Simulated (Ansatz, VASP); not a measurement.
# MgSe: VASP beside Ansatz

Contents of INCAR:

```
  ALGO = Normal
  EDIFF = 1E-6
  ENCUT = 520
  GGA = PE
  ISIF = 2
  ISMEAR = 0
  LASPH = T
  LCHARG = F
  LREAL = F
  LWAVE = F
  NBANDS = 16
  NELM = 100
  PREC = Accurate
  SIGMA = 0.02
```

The input KPOINTS:

```
k-points
0
Gamma
  8 8 6
```

The input POSCAR:

```
MgSe
1.0
    3.8949183669      0.0000000000      0.0000000000
    0.0000000000      3.8949183669      0.0000000000
    0.0000000000      0.0000000000      5.5082463704
Mg Se
2 2
Direct
    0.0000000000      0.0000000000      0.0000000000
    0.5000000000      0.5000000000      0.5000000000
    0.5000000000      0.5000000000      0.0000000000
    0.0000000000      0.0000000000      0.5000000000
```

Input for Ansatz:

```yaml
crystal:
  lattice:
    - [3.8949183669, 0.0, 0.0]
    - [0.0, 3.8949183669, 0.0]
    - [0.0, 0.0, 5.5082463704]
  atoms:
    - { symbol: Mg, position: [0.0, 0.0, 0.0] }
    - { symbol: Se, position: [0.5, 0.5, 0.0] }
    - { symbol: Mg, position: [0.5, 0.5, 0.5] }
    - { symbol: Se, position: [0.0, 0.0, 0.5] }
basis:
  ecutwfc: 420
kpoints:
  mp_grid: { grid: [8, 8, 6] }
  band_path:
    path:
      - [[0.0, 0.0, 0.0], [0.5, 0.5, 0.0], [0.625, 0.375, 0.25]]
      - [[0.75, 0.0, 0.0], [0.0, 0.0, 0.0], [0.5, 0.0, 0.5], [0.75, 0.25, 0.0], [0.5, 0.5, 0.0]]
    npoints: 10
hamiltonian:
  xc: pbe
  pseudopotentials: { kind: paw, azcp: { folder: soft_1 } }
scf:
  occupations: { method: gaussian, width: 0.02 }
  n_extra_bands: 8
output:
  forces: true
  stress: true
  eigenvalues: true
```

Alike in both runs: task single point; functional PBE; k mesh 8 × 8 × 6; occupations gaussian, width 0.02 eV; no spin polarisation.

|  | VASP | Ansatz |
| --- | --- | --- |
| version | VASP 6.6.1 | Ansatz 0.2.0 |
| potentials or method | VASP PAW PBE potentials, release 64 (Mg, Se) | scalar-relativistic, plane waves, PAW |
| plane-wave cutoff (eV) | 520 | 420 |
| valence electrons in the cell | 16 | 52 |

|  | VASP | Ansatz | Ansatz less VASP |
| --- | --- | --- | --- |
| gap on the k mesh at the Fermi level (eV) | 1.75 | 1.77 | +0.022 |
| least direct gap on the mesh (eV) | 1.75 | 1.77 | +0.022 |
| pressure (GPa) | -0.1 | 0.0 | +0.13 |

The two sets of potentials don't hold the same shells in valence.

A k mesh can miss the band edges. Expect the measured gap to be larger: semilocal functionals such as PBE lack the derivative discontinuity.
